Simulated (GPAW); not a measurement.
# Sn (I4_1/amd) in GPAW: relaxation of cell and atoms with r2SCAN+D4

Aim: the relaxation of cell and atoms of Sn with r2SCAN+D4.

Program: GPAW 26.7.0. These are calculated values, not measurements. Logs are shortened: lines on timing, memory, paths and dates and some standing lists are left out, and cuts for length are marked. The log counts tension as positive stress, the text compression.

### Step 1. Starting point

Symmetry: I4_1/amd, No. 141, tetragonal system. The conventional cell has a = 5.880 Å, b = 5.880 Å, c = 3.199 Å, α = 90.00°, β = 90.00°, γ = 90.00°. Sn (site symmetry -4m2) has 6 Sn at 3.05 to 3.20 Å as nearest neighbours.

### Step 2. Relaxation of cell and atoms, r2SCAN+D4, target pressure 2 GPa, at which the enthalpy is minimised

Contents of run.py:

```python
import spglib
from ase import Atoms
from ase.calculators.mixing import SumCalculator
from ase.filters import FrechetCellFilter
from ase.io import read, write
from ase.optimize import BFGS
from ase.units import GPa
from dftd4.ase import DFTD4
from gpaw import GPAW, PW

atoms = read('Sn.cif')
cell, positions, numbers = spglib.find_primitive(
    (atoms.cell[:], atoms.get_scaled_positions(), atoms.numbers), symprec=1e-4)
atoms = Atoms(numbers, cell=cell, scaled_positions=positions, pbc=True)

calc = GPAW(mode=PW(600),
            xc='MGGA_X_R2SCAN+MGGA_C_R2SCAN',
            kpts={'size': (7, 7, 7), 'gamma': True},
            occupations={'name': 'fermi-dirac', 'width': 0.05},
            nbands=24,
            convergence={'density': 1e-05, 'energy': 1e-05},
            maxiter=150,
            txt='gpaw.txt')
atoms.calc = SumCalculator([calc, DFTD4(method='r2scan')])
opt = BFGS(FrechetCellFilter(atoms, scalar_pressure=2 * GPa), trajectory='relax.traj', logfile='-')
done = opt.run(fmax=0.02, steps=60)
calc.write('gs.gpw')
write('result.traj', atoms)
print('Converged:', done)
print('Cell:', atoms.cell.cellpar().round(4))
print('Volume:', round(atoms.get_volume(), 4))
print(atoms.get_scaled_positions().round(5))
```

Contents of Sn.cif:

```cif
data_Sn
_cell_length_a 5.88028091
_cell_length_b 5.88028091
_cell_length_c 3.19860398
_cell_angle_alpha 90.00000000
_cell_angle_beta 90.00000000
_cell_angle_gamma 90.00000000
_space_group_name_H-M_alt 'I4_1/amd'
_space_group_name_Hall 'I 4bw 2bw -1bw'
_space_group_IT_number 141
loop_
_space_group_symop_operation_xyz
'x,y,z'
'-y,x+1/2,z+1/4'
'-x+1/2,-y+1/2,z+1/2'
'y+1/2,-x,z+3/4'
'x,-y+1/2,-z+1/4'
'-y,-x,-z'
'-x+1/2,y,-z+3/4'
'y+1/2,x+1/2,-z+1/2'
'-x,-y+1/2,-z+1/4'
'y,-x,-z'
'x+1/2,y,-z+3/4'
'-y+1/2,x+1/2,-z+1/2'
'-x,y,z'
'y,x+1/2,z+1/4'
'x+1/2,-y+1/2,z+1/2'
'-y+1/2,-x,z+3/4'
'x+1/2,y+1/2,z+1/2'
'-y+1/2,x,z+3/4'
'-x,-y,z'
'y,-x+1/2,z+1/4'
'x+1/2,-y,-z+3/4'
'-y+1/2,-x+1/2,-z+1/2'
'-x,y+1/2,-z+1/4'
'y,x,-z'
'-x+1/2,-y,-z+3/4'
'y+1/2,-x+1/2,-z+1/2'
'x,y+1/2,-z+1/4'
'-y,x,-z'
'-x+1/2,y+1/2,z+1/2'
'y+1/2,x,z+3/4'
'x,-y,z'
'-y,-x+1/2,z+1/4'
loop_
_atom_site_label
_atom_site_type_symbol
_atom_site_symmetry_multiplicity
_atom_site_Wyckoff_symbol
_atom_site_fract_x
_atom_site_fract_y
_atom_site_fract_z
_atom_site_occupancy
Sn1 Sn 4 a 0.0000000000 0.0000000000 0.0000000000 1
```

Potentials or basis: GPAW PAW data sets (gpaw-data 1.2.1), pw.

The run is started by

```console
$ OMP_NUM_THREADS=1 python run.py
```

gpaw.txt:

```text
__  _  _
 | _ |_)|_||  |
 |__||  | ||/\| - 26.7.0

Input parameters:
  mode=PW(ecut=600.0),
  convergence={'density': 1e-05, 'energy': 1e-05},
  kpts=MonkhorstPack(size=(7, 7, 7), gamma=True),
  maxiter=150,
  nbands=24,
  occupations=Occupations(name='fermi-dirac', width=0.05),
  xc=XC(name='MGGA_X_R2SCAN+MGGA_C_R2SCAN')

Diagonalizing LCAO Hamiltonian
Converting LCAO to pw mode

         Sn

       Sn

Atoms  # Å, Bohr magnetons
|   | symbol |        x |        y |        z |    initial magnetic moments |
|---|--------|----------|----------|----------|-----------------------------|
| 0 |     Sn | 0.000000 | 0.000000 | 0.000000 | ( 0.0000,  0.0000,  0.0000) |
| 1 |     Sn | 0.000000 | 2.940140 | 0.799651 | ( 0.0000,  0.0000,  0.0000) |

Unit cell  # Å
| periodic |         x |         y |         z |  lengths |     angles |
|----------|-----------|-----------|-----------|----------|------------|
|      yes | -2.940140 |  2.940140 |  1.599302 | 4.454954 |  97.404686 |
|      yes |  2.940140 | -2.940140 |  1.599302 | 4.454954 |  97.404686 |
|      yes |  2.940140 |  2.940140 | -1.599302 | 4.454954 | 137.923144 |
[... 178 lines left out ...]
No gap
No difference between direct/indirect transitions

Stress tensor  # eV/Ang^3
|        x |         y |         z |
|----------|-----------|-----------|
| 0.005253 |  0.000000 |  0.000000 |
| 0.000000 |  0.005253 | -0.000000 |
| 0.000000 | -0.000000 | -0.001839 |

Forces  # eV/Ang
|       x |        y |        z |
|---------|----------|----------|
| 0.00000 | -0.00000 |  0.00000 |  # Sn   0
| 0.00000 |  0.00000 | -0.00000 |  # Sn   1

Interpolating wave functions to new cell

         Sn

       Sn

Atoms  # Å, Bohr magnetons
|   | symbol |         x |         y |         z |    initial magnetic moments |
|---|--------|-----------|-----------|-----------|-----------------------------|
| 0 |     Sn | -0.000000 | -0.000000 | -0.000000 | ( 0.0000,  0.0000,  0.0000) |
| 1 |     Sn | -0.000000 |  2.927186 |  0.797239 | ( 0.0000,  0.0000,  0.0000) |

Unit cell  # Å
| periodic |         x |         y |         z |  lengths |     angles |
|----------|-----------|-----------|-----------|----------|------------|
|      yes | -2.927186 |  2.927186 |  1.594478 | 4.436124 |  97.422804 |
|      yes |  2.927186 | -2.927186 |  1.594478 | 4.436124 |  97.422804 |
|      yes |  2.927186 |  2.927186 | -1.594478 | 4.436124 | 137.869550 |
[... 183 lines left out ...]
No gap
No difference between direct/indirect transitions

Stress tensor  # eV/Ang^3
|        x |        y |         z |
|----------|----------|-----------|
| 0.001026 | 0.000000 |  0.000000 |
| 0.000000 | 0.001026 |  0.000000 |
| 0.000000 | 0.000000 | -0.005416 |

Forces  # eV/Ang
|        x |        y |        z |
|----------|----------|----------|
| -0.00000 | -0.00000 | -0.00000 |  # Sn   0
|  0.00000 |  0.00000 | -0.00000 |  # Sn   1

Interpolating wave functions to new cell

         Sn
[... 200 lines left out ...]
Stress tensor  # eV/Ang^3
|         x |         y |         z |
|-----------|-----------|-----------|
| -0.018662 |  0.000000 | -0.000000 |
|  0.000000 | -0.018662 |  0.000000 |
| -0.000000 |  0.000000 | -0.021120 |

Forces  # eV/Ang
|       x |       y |       z |
|---------|---------|---------|
| 0.00000 | 0.00000 | 0.00000 |  # Sn   0
| 0.00000 | 0.00000 | 0.00000 |  # Sn   1

Interpolating wave functions to new cell

         Sn
[... 200 lines left out ...]
Stress tensor  # eV/Ang^3
|         x |         y |         z |
|-----------|-----------|-----------|
| -0.016867 |  0.000000 |  0.000000 |
|  0.000000 | -0.016867 | -0.000000 |
|  0.000000 | -0.000000 | -0.019449 |

Forces  # eV/Ang
|        x |        y |       z |
|----------|----------|---------|
| -0.00000 |  0.00000 | 0.00000 |  # Sn   0
|  0.00000 | -0.00000 | 0.00000 |  # Sn   1

Interpolating wave functions to new cell

         Sn
[... 199 lines left out ...]
Stress tensor  # eV/Ang^3
|         x |         y |         z |
|-----------|-----------|-----------|
| -0.016838 |  0.000000 | -0.000000 |
|  0.000000 | -0.016838 |  0.000000 |
| -0.000000 |  0.000000 | -0.019118 |

Forces  # eV/Ang
|        x |       y |       z |
|----------|---------|---------|
|  0.00000 | 0.00000 | 0.00000 |  # Sn   0
| -0.00000 | 0.00000 | 0.00000 |  # Sn   1

Interpolating wave functions to new cell

         Sn

       Sn

Atoms  # Å, Bohr magnetons
|   | symbol |         x |        y |        z |    initial magnetic moments |
|---|--------|-----------|----------|----------|-----------------------------|
| 0 |     Sn |  0.000000 | 0.000000 | 0.000000 | ( 0.0000,  0.0000,  0.0000) |
| 1 |     Sn | -0.000000 | 2.876464 | 0.791761 | ( 0.0000,  0.0000,  0.0000) |

Unit cell  # Å
| periodic |         x |         y |         z |  lengths |     angles |
|----------|-----------|-----------|-----------|----------|------------|
|      yes | -2.876464 |  2.876464 |  1.583522 | 4.365276 |  97.561516 |
|      yes |  2.876464 | -2.876464 |  1.583522 | 4.365276 |  97.561516 |
|      yes |  2.876464 |  2.876464 | -1.583522 | 4.365276 | 137.461129 |
[... 184 lines left out ...]
Stress tensor  # eV/Ang^3
|         x |         y |         z |
|-----------|-----------|-----------|
| -0.017442 |  0.000000 | -0.000000 |
|  0.000000 | -0.017442 |  0.000000 |
| -0.000000 |  0.000000 | -0.017573 |

Forces  # eV/Ang
|        x |        y |       z |
|----------|----------|---------|
|  0.00000 | -0.00000 | 0.00000 |  # Sn   0
| -0.00000 |  0.00000 | 0.00000 |  # Sn   1

# Writing to gs.gpw (mode='')
```

It took 16 min on 1 thread of Arm Neoverse V1, shared host; peak memory 0.74 GiB.

What came out:

* Free energy: -37.5538 eV
* Relaxed volume: 26.20 Å³/atom
* Relaxed cell: a = 4.365 Å, b = 4.365 Å, c = 4.365 Å, α = 97.56°, β = 97.56°, γ = 137.46°
* Space group after relaxing (to 0.05 Å): I4_1/amd (No. 141)
* Energy change on relaxing (the enthalpy is what falls): +1.9 meV/atom
* Ionic steps: 6
* Pressure after relaxing: 2.0 GPa
* Band gap on the k mesh: none (metal or under the smearing width)
* Dispersion energy per atom: -0.143 eV

Step by step:
```tsv
step	energy change (eV)	largest force (eV/Å)	pressure (GPa)	volume (Å³)
1	0.0000	0.0000	-1.20	55.30
2	-0.0040	0.0000	-0.58	54.65
3	0.0075	0.0000	2.29	52.15
4	0.0046	0.0000	2.02	52.37
5	0.0044	0.0000	2.00	52.38
6	0.0039	0.0000	1.98	52.41
```

Final structure:
```
Sn
1.0
    -2.87646    2.87646    1.58352
     2.87646   -2.87646    1.58352
     2.87646    2.87646   -1.58352
Sn
2
Direct
  0.00000 0.00000 0.00000
  0.75000 0.25000 0.50000
```

Caveat: later steps reuse the first step's grids; the PAW data sets were made with another functional, which shifts forces and pressure a little; pairwise dispersion overbinds metals, which lowers pressure and volume.
